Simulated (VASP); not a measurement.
# Al (P6_3/mmc) in VASP: further runs

One crystal, Al, is run at these levels: PBE; tasks: relaxation of cell and atoms, single point.

Everything below comes from runs of VASP 6.6.1. Logs are shortened: lines on timing, memory, paths and dates and some standing lists are left out, and cuts for length are marked.

### 1 The structure

It takes space group P6_3/mmc (No. 194, hexagonal). The conventional cell has a = 2.827 Å, b = 2.827 Å, c = 9.186 Å, α = 90.00°, β = 90.00°, γ = 120.00°. Around Al (site symmetry -3m) lie 12 Al at 2.82 to 2.83 Å. Around Al (site symmetry -6m2) lie 12 Al at 2.82 to 2.83 Å.

This isn't the form of Al at room conditions, which is fcc.

### 2 Relaxation of cell and atoms, PBE

Input file INCAR:

```
SYSTEM = Al
PREC = Accurate
ENCUT = 600
EDIFF = 1E-6
ISMEAR = 0
SIGMA = 0.1
LREAL = .FALSE.
LASPH = .TRUE.
NELM = 80
ALGO = Fast
ISIF = 3
LWAVE = .FALSE.
LCHARG = .FALSE.
GGA = PE
IBRION = 2
NSW = 100
EDIFFG = -0.005
```

Input file KPOINTS:

```
Automatic mesh
0
G
  18 18 6
  0 0 0
```

Input file POSCAR:

```
Al
1.0
    2.8270770242      0.0000000000      0.0000000000
   -1.4135385121      2.4483205214      0.0000000000
    0.0000000000      0.0000000000      9.1859930700
Al
4
Direct
    0.0000000000      0.0000000000      0.0000000000
    0.3333333300      0.6666666700      0.2500000000
    0.0000000000      0.0000000000      0.5000000000
    0.6666666700      0.3333333300      0.7500000000
```

Potentials or basis: VASP PAW PBE potentials, release 64 (Al).

Run with:

```bash
> cat potpaw_PBE.64/Al/POTCAR > POTCAR
> mpirun -np 1 vasp_std > vasp.out
```

OUTCAR:

```text
SYSTEM = Al
   PREC = Accurate
   ENCUT = 600
   EDIFF = 1E-6
   ISMEAR = 0
   LREAL = .FALSE.
   LASPH = .TRUE.
   NELM = 80
   ISIF = 3
   GGA = PE
   IBRION = 2
   NSW = 100
   EDIFFG = -0.005

 ion  position               nearest neighbor table
   1  0.000  0.000  0.000-   2 2.82   4 2.82   2 2.82   4 2.82   4 2.82   2 2.82
   2  0.333  0.667  0.250-   1 2.82   3 2.82   1 2.82   3 2.82   1 2.82   3 2.82
   3  0.000  0.000  0.500-   2 2.82   4 2.82   2 2.82   4 2.82   4 2.82   2 2.82
   4  0.667  0.333  0.750-   1 2.82   3 2.82   1 2.82   3 2.82   1 2.82   3 2.82

  LATTYP: Found a hexagonal cell.
 ALAT       =     2.8270770242
 C/A-ratio  =     3.2492899880

  Lattice vectors:

 A1 = (   2.8270770242,   0.0000000000,   0.0000000000)
 A2 = (  -1.4135385121,   2.4483205214,   0.0000000000)
 A3 = (   0.0000000000,   0.0000000000,   9.1859930700)

Analysis of symmetry for initial positions (statically):
=====================================================================
 Subroutine PRICEL returns:
 Original cell was already a primitive cell.

 Routine SETGRP: Setting up the symmetry group for a
 hexagonal supercell.

 Subroutine GETGRP returns: Found 24 space group operations
 (whereof 12 operations were pure point group operations)
 out of a pool of 24 trial point group operations.

The static configuration has the point symmetry D_3d.
 The point group associated with its full space group is D_6h.

Analysis of symmetry for dynamics (positions and initial velocities):
=====================================================================
 Subroutine PRICEL returns:
 Original cell was already a primitive cell.

 Routine SETGRP: Setting up the symmetry group for a
 hexagonal supercell.

 Subroutine GETGRP returns: Found 24 space group operations
 (whereof 12 operations were pure point group operations)
 out of a pool of 24 trial point group operations.

The dynamic configuration has the point symmetry D_3d.
 The point group associated with its full space group is D_6h.

 Subroutine INISYM returns: Found 24 space group operations
 (whereof 12 operations are pure point group operations),
 and found     1 'primitive' translations

----------------------------------------------------------------------------------------

                                     Primitive cell

  volume of cell :      63.5817

  direct lattice vectors                    reciprocal lattice vectors
     2.827077024  0.000000000  0.000000000     0.353722234  0.204221627  0.000000000
    -1.413538512  2.448320521  0.000000000     0.000000000  0.408443254  0.000000000
     0.000000000  0.000000000  9.185993070     0.000000000  0.000000000  0.108861393

  length of vectors
     2.827077024  2.827077024  9.185993070     0.408443254  0.408443254  0.108861393

  position of ions in fractional coordinates (direct lattice)
     0.000000000  0.000000000  0.000000000
     0.333333330  0.666666670  0.250000000
     0.000000000  0.000000000  0.500000000
     0.666666670  0.333333330  0.750000000

  ion indices of the primitive-cell ions
   primitive index   ion index
                 1           1
                 2           2
                 3           3
                 4           4

----------------------------------------------------------------------------------------

 KPOINTS: Automatic mesh

Automatic generation of k-mesh.
 Grid dimensions read from file:
 generate k-points for:   18   18    6

 Generating k-lattice:

  Cartesian coordinates                     Fractional coordinates (reciprocal lattice)
     0.019651235  0.011345646  0.000000000     0.055555556 -0.000000000  0.000000000
     0.000000000  0.022691292  0.000000000     0.000000000  0.055555556  0.000000000
     0.000000000  0.000000000  0.018143565     0.000000000  0.000000000  0.166666667

  Length of vectors
     0.022691292  0.022691292  0.018143565

  Shift w.r.t. Gamma in fractional coordinates (k-lattice)
     0.000000000  0.000000000  0.000000000

 Subroutine IBZKPT returns following result:
 ===========================================

 Found    148 irreducible k-points:

 Following reciprocal coordinates:
            Coordinates               Weight
  0.000000  0.000000  0.000000      1.000000
  0.055556  0.000000  0.000000      6.000000
  0.111111  0.000000  0.000000      6.000000
  0.166667  0.000000  0.000000      6.000000
  0.222222  0.000000  0.000000      6.000000
  0.277778  0.000000  0.000000      6.000000
[... 16 lines left out ...]
  0.333333  0.111111  0.000000     12.000000
  0.388889  0.111111  0.000000     12.000000
 [... further k-points ...]
   k-points           NKPTS =    148   k-points in BZ     NKDIM =    148   number of bands    NBANDS=     10
   number of dos      NEDOS =    301   number of ions     NIONS =      4
   total plane-waves  NPLWV =  46080
   dimension x,y,z NGX =    24 NGY =   24 NGZ =   80
   dimension x,y,z NGXF=    48 NGYF=   48 NGZF=  160
   ions per type =               4
   NGX,Y,Z   is equivalent  to a cutoff of  14.11, 14.11, 14.48 a.u.
   NGXF,Y,Z  is equivalent  to a cutoff of  28.23, 28.23, 28.96 a.u.
 SYSTEM =  Al
   PREC   = accura    normal or accurate (medium, high low for compatibility)
   ISTART =      0    job   : 0-new  1-cont  2-samecut
   ICHARG =      2    charge: 1-file 2-atom 10-const
   ISPIN  =      1    spin polarized calculation?
   LNONCOLLINEAR =      F non collinear calculations
   LSORBIT =      F    spin-orbit coupling
   LASPH  =      T    aspherical Exc in radial PAW
   ENCUT  =  600.0 eV  44.10 Ry    6.64 a.u.   5.65  5.65 18.35*2*pi/ulx,y,z
   NELM   =     80;   NELMIN=  2; NELMDL= -5     # of ELM steps
   EDIFF  = 0.1E-05   stopping-criterion for ELM
   LREAL  =      F    real-space projection
   EDIFFG = -.5E-02   stopping-criterion for IOM
   NSW    =    100    number of steps for IOM
   IBRION =      2    ionic relax: 0-MD 1-quasi-New 2-CG
   NFREE  =      1    steps in history (QN), initial steepest desc. (CG)
   ISIF   =      3    stress and relaxation
   ISYM   =      2    0-nonsym 1-usesym 2-fastsym
   POTIM  = 0.5000    time-step for ionic-motion
   TEBEG  =    0.0;   TEEND  =   0.0 temperature during run
   PSTRESS=    0.0 pullay stress
   NELECT =      12.0000    total number of electrons
   NUPDOWN=      -1.0000    fix difference up-down
   EMIN   =  10.00;   EMAX   =-10.00  energy-range for DOS
   EFERMI =   0.00;   METHOD = LEGACY
   ISMEAR =     0;   SIGMA  =   0.10  broadening in eV -4-tet -1-fermi 0-gaus
   EFERMI_NEDOS =   21; number of points for ismear=-14 and -15
   IALGO  =     68    algorithm
   IMIX   =      4    mixing-type and parameters
     AMIX     =   0.40;   BMIX     =  1.00
     AMIX_MAG =   1.60;   BMIX_MAG =  1.00
  volume/ion in A,a.u.               =      15.90       107.27
  Fermi-wavevector in a.u.,A,eV,Ry     =   0.939055  1.774557 11.997959  0.881825
  Thomas-Fermi vector in A             =   2.066329
   LORBIT       =      0    0 simple, 1 ext, 2 COOP (PROOUT), +10 PAW based schemes
   GGA     = PE    functional components
   LHFCALC =     F    Hartree Fock is set to
   AEXX    =    0.0000 exact exchange contribution
   IVDW    =     0    specifies the selected vdW correction
   LEPSILON=     F    determine dielectric tensor
   LRPA    =     F    only Hartree local field effects (RPA)
 conjugate gradient relaxation of ions
 non-spin polarized calculation
 RMM-DIIS sequential band-by-band and
 Gauss-broadening in eV      SIGMA  =   0.10
  energy-cutoff  :      600.00
  volume of cell :       63.58
 maximum number of plane-waves:      2148
 NGX is ok and might be reduce to    24
   NGX = 11   NGY = 11   NGZ = 37

--------------------------------------- Ionic step        1  -------------------------------------------

 number of electron      12.0000000 magnetization

 Free energy of the ion-electron system (eV)
  ---------------------------------------------------
  ext. energy  EPLUGINS =         0.00000000
  ---------------------------------------------------
  free energy    TOTEN  =       -14.91003217 eV

  energy without entropy =      -14.90226032  energy(sigma->0) =      -14.90614625

------------------------ aborting loop because EDIFF is reached ----------------------------------------

  FORCE on cell =-STRESS in cart. coord.  units (eV):
  Direction    XX          YY          ZZ          XY          YZ          ZX
  --------------------------------------------------------------------------------------
  -------------------------------------------------------------------------------------
  Total        1.2182111      1.2182111      1.5893997      0.0000000     -0.0000000      0.0000000
  in kB       30.6973654     30.6973654     40.0508440      0.0000000     -0.0000000      0.0000000
  external PRESSURE =      33.8151916 kB  Pullay stress =       0.0000000 kB
[... 289 lines left out ...]
  energy  without entropy=      -14.9307959222  energy(sigma->0) =      -14.93443978

--------------------------------------- Ionic step        9  -------------------------------------------

 number of electron      12.0000000 magnetization

 Free energy of the ion-electron system (eV)
  ---------------------------------------------------
  ext. energy  EPLUGINS =         0.00000000
  ---------------------------------------------------
  free energy    TOTEN  =       -14.93809768 eV

  energy without entropy =      -14.93081504  energy(sigma->0) =      -14.93445636

 E-fermi :   7.9714     XC(G=0): -10.1890

 val. band max:        7.9349193236   @ k =   0.2778   0.2778   0.0000
 cond. band min:       7.9914754485   @ k =   0.3889   0.1667   0.1667
 fundamental gap:      0.0565561248
 Fermi energy:         7.9713897147

 k-point     1 :       0.0000    0.0000    0.0000
  band No.  band energies     occupation
      1      -3.1440      2.00000
      2      -1.4745      2.00000
      3      -1.4676      2.00000
      4       3.3590      2.00000
      5       3.5198      2.00000
      6      11.2880      0.00000
      7      11.2994      0.00000
      8      18.7172      0.00000
      9      18.7172      0.00000
     10      18.9078      0.00000
[... 287 lines left out ...]
 k-point    24 :       0.3889    0.1111    0.0000
  band No.  band energies     occupation
      1       1.7784      2.00000
      2       3.3710      2.00000
      3       3.3787      2.00000
      4       4.3377      2.00000
      5       5.9582      2.00000
      6       5.9921      2.00000
      7       8.0586      0.21719
      8       8.3982      0.00000
      9      10.3101      0.00000
     10      10.5439      0.00000

 [... further k-points ...]

------------------------ aborting loop because EDIFF is reached ----------------------------------------

  FORCE on cell =-STRESS in cart. coord.  units (eV):
  Direction    XX          YY          ZZ          XY          YZ          ZX
  --------------------------------------------------------------------------------------
  -------------------------------------------------------------------------------------
  Total        0.0074798      0.0074798      0.0172265     -0.0000000     -0.0000000      0.0000000
  in kB        0.1811528      0.1811528      0.4172052     -0.0000000     -0.0000000      0.0000000
  external PRESSURE =       0.2598369 kB  Pullay stress =       0.0000000 kB
[... 19 lines left out ...]
  FREE ENERGIE OF THE ION-ELECTRON SYSTEM (eV)
  ---------------------------------------------------
  free  energy   TOTEN  =       -14.9380976773 eV

  energy  without entropy=      -14.9308150399  energy(sigma->0) =      -14.93445636

 reached required accuracy - stopping structural energy minimisation
```

Wall time 2.8 min (1 thread of Intel Xeon Platinum 8488C (Sapphire Rapids), shared host); peak memory 0.26 GiB.

Results:

```yaml
Free_energy: -14.9381 eV
Relaxed_volume: 16.54 Å³/atom
Relaxed_cell: a = 2.854 Å, b = 2.854 Å, c = 9.380 Å, α = 90.00°, β = 90.00°, γ = 120.00°
Space_group_after_relaxing_to_0.05_Å: P6_3/mmc (No. 194)
Energy_gained_by_relaxing: 7.0 meV/atom
Ionic_steps: 9
Pressure_after_relaxing: 0.0 GPa
Band_gap_on_the_k_mesh: none (metal or under the smearing width)
```

Step by step:
| step | energy change (eV) | largest force (eV/Å) | pressure (GPa) | volume (Å³) |
| --- | --- | --- | --- | --- |
| 1 | 0.0000 | 0.0000 | 3.38 | 63.58 |
| 2 | -0.0262 | 0.0000 | -0.63 | 66.72 |
| 3 | -0.0272 | 0.0000 | -0.04 | 66.20 |
| 4 | -0.0271 | 0.0000 | -0.10 | 66.26 |
| 5 | -0.0278 | 0.0000 | -0.09 | 66.25 |
| 6 | -0.0280 | 0.0000 | -0.07 | 66.24 |
| 7 | -0.0281 | 0.0000 | -0.08 | 66.24 |
| 8 | -0.0281 | 0.0000 | -0.08 | 66.24 |
| 9 | -0.0281 | 0.0000 | 0.03 | 66.15 |

Final structure:
```
Al
1.0
     2.85373    0.00000    0.00000
    -1.42687    2.47141    0.00000
     0.00000    0.00000    9.37993
Al
4
Direct
  0.00000 0.00000 0.00000
  0.33333 0.66667 0.25000
  0.00000 0.00000 0.50000
  0.66667 0.33333 0.75000
```

Levels at points of the mesh, in eV from the Fermi level:
```
           k point  band 4  band 5  band 6  band 7  band 8  band 9
(0.00, 0.00, 0.00)   -4.61   -4.45    3.32    3.33   10.75   10.75
(0.50, 0.00, 0.00)   -3.82   -3.32   -3.22    0.83    1.25    1.29
(0.00, 0.00, 0.50)   -7.38   -0.95   -0.95    8.15    8.15   11.06
(0.50, 0.00, 0.50)   -4.75   -1.85   -1.85   -1.20   -1.20    4.50
```

### 3 Single point, PBE

Input file INCAR:

```
SYSTEM = Al
ALGO = Normal
EDIFF = 1E-6
ENCUT = 520
GGA = PE
ISIF = 2
ISMEAR = 0
LASPH = .TRUE.
LCHARG = .FALSE.
LREAL = .FALSE.
LWAVE = .FALSE.
NBANDS = 14
NELM = 60
PREC = Accurate
SIGMA = 0.1
```

Input file KPOINTS:

```
k-points
0
G
  9 9 2
  0 0 0
```

POSCAR is that of step 2.

Potentials or basis: VASP PAW PBE potentials, release 64 (Al).

Run with:

```bash
> cat potpaw_PBE.64/Al/POTCAR > POTCAR
> mpirun -np 1 vasp_std > vasp.out
```

Wall time 10 s (1 thread of Intel Xeon Platinum 8488C (Sapphire Rapids), shared host); peak memory 0.18 GiB.

Results (log left out):

- Free energy: -14.8264 eV
- Pressure: 3.4 GPa
- Band gap on the k mesh: none (metal or under the smearing width)

Stress tensor (GPa, compression positive):
```
4.32 0.00 0.00
0.00 4.32 0.00
0.00 0.00 1.63
```

Levels at points of the mesh, in eV from the Fermi level:
| k point | band 4 | band 5 | band 6 | band 7 | band 8 | band 9 |
| --- | --- | --- | --- | --- | --- | --- |
| (0.00, 0.00, 0.00) | -4.66 | -4.31 | 3.67 | 3.68 | 10.93 | 10.93 |
| (0.00, 0.00, 0.50) | -7.45 | -0.75 | -0.75 | 8.66 | 8.66 | 11.26 |
